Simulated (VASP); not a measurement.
# GaN (F-43m) in VASP: a series of runs, part 2 of 2

VASP 6.6.1. Earlier steps stand in the parts before.

### Step 4. Band structure, PBE0

Input file POSCAR:

```
GaN                                     
1.0
    0.0000000000      2.2741012835      2.2741012835
    2.2741012835      0.0000000000      2.2741012835
    2.2741012835      2.2741012835      0.0000000000
  Ga              N             
     1     1
Direct
     0.0000000000000000    0.0000000000000000    0.0000000000000000
     0.7500000000000000    0.7500000000000000    0.7500000000000000
```

Input file INCAR.step1:

```
SYSTEM = GaN
ALGO = Normal ; EDIFF = 1E-5
ENCUT = 520 ; GGA = PE
ISIF = 2 ; ISMEAR = 0
KPAR = 2 ; LASPH = .TRUE.
LCHARG = .FALSE. ; LREAL = .FALSE.
LWAVE = .TRUE. ; NBANDS = 16
NELM = 80 ; PREC = Accurate
SIGMA = 0.03
```

Input file INCAR.step2:

```
SYSTEM = GaN
AEXX = 0.25 ; ALGO = Normal
EDIFF = 1E-6 ; ENCUT = 520
GGA = PE ; HFRCUT = -1
ISIF = 2 ; ISMEAR = 0
ISTART = 1 ; KPAR = 2
LASPH = .TRUE. ; LCHARG = .FALSE.
LHFCALC = .TRUE. ; LREAL = .FALSE.
LWAVE = .FALSE. ; NBANDS = 16
NELM = 80 ; PREC = Accurate
PRECFOCK = Fast ; SIGMA = 0.03
```

Input file KPOINTS:

```
k-points
0
G
  6 6 6
  0 0 0
```

Input file KPOINTS_OPT:

```
explicit points
9
Reciprocal
 0.0000000000  0.0000000000  0.0000000000 1
 0.3750000000  0.3750000000  0.7500000000 1
 0.5000000000  0.5000000000  0.5000000000 1
 0.6250000000  0.2500000000  0.6250000000 1
 0.5000000000  0.2500000000  0.7500000000 1
 0.5000000000  0.0000000000  0.5000000000 1
 0.4000000000  0.0000000000  0.4000000000 1
 0.4250000000  0.0000000000  0.4250000000 1
 0.4500000000  0.0000000000  0.4500000000 1
```

Potentials or basis: VASP PAW PBE potentials, release 64 (Ga_d, N).

The run is started by

```console
> cat potpaw_PBE.64/Ga_d/POTCAR potpaw_PBE.64/N/POTCAR > POTCAR
> cp INCAR.step1 INCAR
> mpirun -np 2 vasp_std > vasp.out
> cp INCAR.step2 INCAR
> mpirun -np 2 vasp_std > vasp.out
```

OUTCAR:

```text
SYSTEM = GaN
   AEXX = 0.25
   EDIFF = 1E-6
   ENCUT = 520
   GGA = PE
   ISIF = 2
   ISMEAR = 0
   ISTART = 1
   LASPH = .TRUE.
   LHFCALC = .TRUE.
   LREAL = .FALSE.
   NELM = 80
   PREC = Accurate
   PRECFOCK = Fast

 ion  position               nearest neighbor table
   1  0.000  0.000  0.000-   2 1.97   2 1.97   2 1.97   2 1.97
   2  0.750  0.750  0.750-   1 1.97   1 1.97   1 1.97   1 1.97

  LATTYP: Found a face centered cubic cell.
 ALAT       =     4.5482025670

  Lattice vectors:

 A1 = (   0.0000000000,   2.2741012835,   2.2741012835)
 A2 = (   2.2741012835,   0.0000000000,   2.2741012835)
 A3 = (   2.2741012835,   2.2741012835,   0.0000000000)

Analysis of symmetry for initial positions (statically):
=====================================================================
 Subroutine PRICEL returns:
 Original cell was already a primitive cell.

 Routine SETGRP: Setting up the symmetry group for a
 face centered cubic supercell.

 Subroutine GETGRP returns: Found 24 space group operations
 (whereof 24 operations were pure point group operations)
 out of a pool of 48 trial point group operations.

The static configuration has the point symmetry T_d .

Analysis of symmetry for dynamics (positions and initial velocities):
=====================================================================
 Subroutine PRICEL returns:
 Original cell was already a primitive cell.

 Routine SETGRP: Setting up the symmetry group for a
 face centered cubic supercell.

 Subroutine GETGRP returns: Found 24 space group operations
 (whereof 24 operations were pure point group operations)
 out of a pool of 48 trial point group operations.

The dynamic configuration has the point symmetry T_d .

 Subroutine INISYM returns: Found 24 space group operations
 (whereof 24 operations are pure point group operations),
 and found     1 'primitive' translations

----------------------------------------------------------------------------------------

                                     Primitive cell

  volume of cell :      23.5212

  direct lattice vectors                    reciprocal lattice vectors
     0.000000000  2.274101283  2.274101283    -0.219867076  0.219867076  0.219867076
     2.274101283  0.000000000  2.274101283     0.219867076 -0.219867076  0.219867076
     2.274101283  2.274101283  0.000000000     0.219867076  0.219867076 -0.219867076

  length of vectors
     3.216064877  3.216064877  3.216064877     0.380820947  0.380820947  0.380820947

  position of ions in fractional coordinates (direct lattice)
     0.000000000  0.000000000  0.000000000
     0.750000000  0.750000000  0.750000000

  ion indices of the primitive-cell ions
   primitive index   ion index
                 1           1
                 2           2

----------------------------------------------------------------------------------------

 KPOINTS: k-points

Automatic generation of k-mesh.
 Grid dimensions read from file:
 generate k-points for:    6    6    6

 Generating k-lattice:

  Cartesian coordinates                     Fractional coordinates (reciprocal lattice)
    -0.036644513  0.036644513  0.036644513     0.166666667  0.000000000  0.000000000
     0.036644513 -0.036644513  0.036644513     0.000000000  0.166666667  0.000000000
[... 32 lines left out ...]
   number of dos      NEDOS =    301   number of ions     NIONS =      2
   total plane-waves  NPLWV =  13824
   dimension x,y,z NGX =    24 NGY =   24 NGZ =   24
   dimension x,y,z NGXF=    48 NGYF=   48 NGZF=   48
   ions per type =               1   1
   NGX,Y,Z   is equivalent  to a cutoff of  12.41, 12.41, 12.41 a.u.
   NGXF,Y,Z  is equivalent  to a cutoff of  24.81, 24.81, 24.81 a.u.
 SYSTEM =  GaN
   PREC   = accura    normal or accurate (medium, high low for compatibility)
   ISTART =      1    job   : 0-new  1-cont  2-samecut
   ICHARG =      0    charge: 1-file 2-atom 10-const
   ISPIN  =      1    spin polarized calculation?
   LNONCOLLINEAR =      F non collinear calculations
   LSORBIT =      F    spin-orbit coupling
   LASPH  =      T    aspherical Exc in radial PAW
   ENCUT  =  520.0 eV  38.22 Ry    6.18 a.u.   5.98  5.98  5.98*2*pi/ulx,y,z
   NELM   =     80;   NELMIN=  2; NELMDL=  0     # of ELM steps
   EDIFF  = 0.1E-05   stopping-criterion for ELM
   LREAL  =      F    real-space projection
   EDIFFG = 0.1E-04   stopping-criterion for IOM
   NSW    =      0    number of steps for IOM
   IBRION =     -1    ionic relax: 0-MD 1-quasi-New 2-CG
   NFREE  =      0    steps in history (QN), initial steepest desc. (CG)
   ISIF   =      2    stress and relaxation
   ISYM   =      3    0-nonsym 1-usesym 2-fastsym
   POTIM  = 0.5000    time-step for ionic-motion
   TEBEG  =    0.0;   TEEND  =   0.0 temperature during run
   PSTRESS=    0.0 pullay stress
   NELECT =      18.0000    total number of electrons
   NUPDOWN=      -1.0000    fix difference up-down
   EMIN   =  10.00;   EMAX   =-10.00  energy-range for DOS
   EFERMI =   0.00;   METHOD = LEGACY
   ISMEAR =     0;   SIGMA  =   0.03  broadening in eV -4-tet -1-fermi 0-gaus
   EFERMI_NEDOS =   21; number of points for ismear=-14 and -15
   IALGO  =     38    algorithm
   IMIX   =      1    mixing-type and parameters
     AMIX     =   0.40;   BMIX     =  1.00
     AMIX_MAG =   1.60;   BMIX_MAG =  1.00
  volume/ion in A,a.u.               =      11.76        79.36
  Fermi-wavevector in a.u.,A,eV,Ry     =   1.497428  2.829728 30.508204  2.242290
  Thomas-Fermi vector in A             =   2.609317
   LORBIT       =      0    0 simple, 1 ext, 2 COOP (PROOUT), +10 PAW based schemes
   GGA     = PE    functional components
   LHFCALC =     T    Hartree Fock is set to
   PRECFOCK=fast      Normal, Fast or Accurate (Low or Medium for compatibility)
   ENCUT4O =  -1.0   cutoff for four orbital integrals eV
   NKREDX  =     1    reduce k-point grid by
   NKREDY  =     1    reduce k-point grid by
   NKREDZ  =     1    reduce k-point grid by
   AEXX    =    0.2500 exact exchange contribution
   HFSCREEN=    0.0000 screening length (either q_TF or 0.3 A-1)
   HFSCREENC=   0.0000 screening length for correlation (either q_TF or 0.3 A-1)
   ENCUTFOCK=  -1.0 apply spherical cutoff to Coloumb kernel
   IVDW    =     0    specifies the selected vdW correction
   LEPSILON=     F    determine dielectric tensor
   LRPA    =     F    only Hartree local field effects (RPA)
 non-spin polarized calculation
 Gauss-broadening in eV      SIGMA  =   0.03
  energy-cutoff  :      520.00
  volume of cell :       23.52
 maximum number of plane-waves:       641
  NGX = 14; NGY = 14; NGZ = 14

 number of electron      17.9999986 magnetization

 Free energy of the ion-electron system (eV)
  ---------------------------------------------------
  ext. energy  EPLUGINS =         0.00000000
  ---------------------------------------------------
  free energy    TOTEN  =       -15.63526090 eV

  energy without entropy =      -15.63526090  energy(sigma->0) =      -15.63526090

 E-fermi :   4.0025     XC(G=0):  -9.0505

 val. band max:        3.8102556084   @ k =   0.0000   0.0000   0.0000
 cond. band min:       7.2798217897   @ k =   0.0000   0.0000   0.0000
 fundamental gap:      3.4695661813
 Fermi energy:         4.0025071618

 k-point     1 :       0.0000    0.0000    0.0000
  band No.  band energies     occupation
      1     -13.4503      2.00000
      2     -11.8041      2.00000
      3     -11.8041      2.00000
      4     -11.8041      2.00000
      5     -11.5130      2.00000
      6     -11.5130      2.00000
[... 281 lines left out ...]
      3     -11.6301      2.00000
      4     -11.5332      2.00000
      5     -11.4803      2.00000
      6      -9.1046      2.00000
[... 8 lines left out ...]
     15      26.7024      0.00000
     16      29.1969      0.00000

------------------------ aborting loop because EDIFF is reached ----------------------------------------

  FORCE on cell =-STRESS in cart. coord.  units (eV):
  Direction    XX          YY          ZZ          XY          YZ          ZX
  --------------------------------------------------------------------------------------
  -------------------------------------------------------------------------------------
  Total       -0.9265419     -0.9265419     -0.9265419     -0.0000000     -0.0000000     -0.0000000
  in kB      -63.1126230    -63.1126230    -63.1126230     -0.0000000     -0.0000000     -0.0000000
  external PRESSURE =     -63.1126230 kB  Pullay stress =       0.0000000 kB

 VOLUME and BASIS-vectors are now :
 -----------------------------------------------------------------------------
  energy-cutoff  :      520.00
  volume of cell :       23.52
      direct lattice vectors                 reciprocal lattice vectors
     0.000000000  2.274101283  2.274101283    -0.219867076  0.219867076  0.219867076
     2.274101283  0.000000000  2.274101283     0.219867076 -0.219867076  0.219867076
     2.274101283  2.274101283  0.000000000     0.219867076  0.219867076 -0.219867076

 POSITION                                       TOTAL-FORCE (eV/Angst)
 -----------------------------------------------------------------------------------
      0.00000      0.00000      0.00000        -0.000000      0.000000      0.000000
      3.41115      3.41115      3.41115         0.000000     -0.000000     -0.000000
 -----------------------------------------------------------------------------------
    total drift:                                0.000007      0.000023      0.000009

  FREE ENERGIE OF THE ION-ELECTRON SYSTEM (eV)
  ---------------------------------------------------
  free  energy   TOTEN  =       -15.6352608961 eV

  energy  without entropy=      -15.6352608961  energy(sigma->0) =      -15.63526090
```

Wall time 6.5 min (2 MPI ranks of AMD EPYC 9R45 (Zen 5), shared host); peak memory 0.14 GiB.

Results:

```
Free energy             : -15.6353 eV
Pressure                : -6.3 GPa
Band gap on the k mesh  : 3.47 eV, direct
Band gap along the path : 3.47 eV, direct
```

Levels at points of the mesh, in eV from the valence-band top:
| k point | band 5 | band 6 | band 7 | band 8 | band 9 | band 10 | band 11 | band 12 | band 13 | band 14 |
| --- | --- | --- | --- | --- | --- | --- | --- | --- | --- | --- |
| (0.00, 0.00, 0.00) | -15.32 | -15.32 | 0.00 | 0.00 | 0.00 | 3.47 | 12.48 | 12.48 | 12.48 | 19.73 |
| (0.50, 0.00, 0.00) | -15.29 | -13.65 | -7.42 | -1.02 | -1.02 | 6.60 | 11.03 | 12.50 | 12.50 | 17.82 |
| (0.50, 0.50, 0.00) | -15.26 | -13.09 | -6.50 | -2.83 | -2.83 | 5.16 | 8.72 | 14.11 | 16.48 | 16.48 |

Caveat: the PAW data sets were made with another functional, which shifts forces and pressure a little.

### Step 5. Band structure, HSE06, spin-orbit coupling, no magnetisation

Input file POSCAR:

```
GaN                                     
1.0
    0.0000000000      2.2741012836      2.2741012836
    2.2741012836      0.0000000000      2.2741012836
    2.2741012836      2.2741012836      0.0000000000
  Ga              N             
     1     1
Direct
     0.0000000000000000    0.0000000000000000    0.0000000000000000
     0.7500000000000000    0.7500000000000000    0.7500000000000000
```

Input file INCAR.step1:

```
PREC = Accurate
ENCUT = 520
EDIFF = 1E-5
ISMEAR = 0
SIGMA = 0.03
LREAL = F
LASPH = T
NELM = 80
ALGO = Normal
ISIF = 2
LWAVE = T
LCHARG = F
MAGMOM = 0 0 0 0 0 0
LORBIT = 11
LSORBIT = T
GGA_COMPAT = F
NBANDS = 32
KPAR = 8
GGA = PE
```

Input file INCAR.step2:

```
PREC = Accurate
ENCUT = 520
EDIFF = 1E-6
ISMEAR = 0
SIGMA = 0.03
LREAL = F
LASPH = T
NELM = 80
ALGO = Normal
ISIF = 2
LWAVE = F
LCHARG = F
MAGMOM = 0 0 0 0 0 0
LORBIT = 11
LSORBIT = T
GGA_COMPAT = F
GGA = PE
LHFCALC = T
HFSCREEN = 0.2
PRECFOCK = Fast
NBANDS = 32
KPAR = 8
ISTART = 1
```

Input file KPOINTS:

```
regular mesh
0
Gamma
  6 6 6
```

KPOINTS_OPT is that of step 4.

The run is started by

```console
> cat potpaw_PBE.64/Ga_d/POTCAR potpaw_PBE.64/N/POTCAR > POTCAR
> cp INCAR.step1 INCAR
> mpirun -np 8 vasp_ncl > vasp.out
> cp INCAR.step2 INCAR
> mpirun -np 8 vasp_ncl > vasp.out
```

Wall time 14 min (8 MPI ranks of AMD EPYC 9R45 (Zen 5), shared host); peak memory 0.35 GiB.

Results (log left out):

- Free energy: -14.7607 eV
- Pressure: -6.2 GPa
- Valence electrons inside the program's atomic spheres: Ga 11.79; N 3.74

Caveat: the k mesh is coarse (spacing up to 0.40 Å⁻¹), so the values aren't converged, least of all with exact exchange; the PAW data sets were made with another functional, which shifts forces and pressure a little.

### Step 6. Summary

| level | spin | screening parameter | exchange at q = 0 | mesh quality | gap on the mesh (eV) | pressure (GPa) |
| --- | --- | --- | --- | --- | --- | --- |
| PBE | off | - | - | not flagged | 1.55 | 0.1 |
| HSE06 | off | 0.2 1/A | - | not flagged | 2.79 | -6.2 |
| PBE0 | off | - | truncated | not flagged | 3.47 | -6.3 |
| HSE06 | SOC, no magnetisation | 0.2 1/A | - | coarse | - | -6.2 |

Alike in all rows: task band structure; potentials or basis VASP PAW PBE potentials, release 64 (Ga_d, N); cell as given; k mesh 6 × 6 × 6; cutoff (eV) 520; smearing gaussian 0.03 eV.

Caveats: some runs use coarse meshes; the PAW data sets were made with another functional, which shifts forces and pressure a little (some runs).

Absolute energies hang on the potentials; compare differences alone.

### Step 7. Against experiment

Step 2. Against the measured gap of GaN, 3.299 eV (direct; 0 K; a printed reference work, textbook), the calculated 1.55 eV is off by -1.75 eV. So large a miss can be the level of theory's own, or it may mean another phase, state or a wrong row. Spin-orbit coupling on Ga is left out. The value is that of PBE, without temperature or zero-point motion. Semilocal functionals fall short of measured gaps as a rule. The cell is a database's relaxed one, not the measured one, which moves gaps too.

Step 3. Measured gap of GaN: 3.299 eV (direct; 0 K; a printed reference work, textbook). This calculation gives 2.79 eV (-0.51 eV). Spin-orbit coupling on Ga is left out. The value is that of HSE06, without temperature or zero-point motion. The cell is a database's relaxed one, not the measured one, which moves gaps too.

Step 4. A measured gap of GaN is 3.299 eV (direct; 0 K; a printed reference work, textbook); the calculated 3.47 eV misses it by +0.17 eV. Spin-orbit coupling on Ga is left out. The value is that of PBE0, without temperature or zero-point motion. The cell is a database's relaxed one, not the measured one, which moves gaps too.
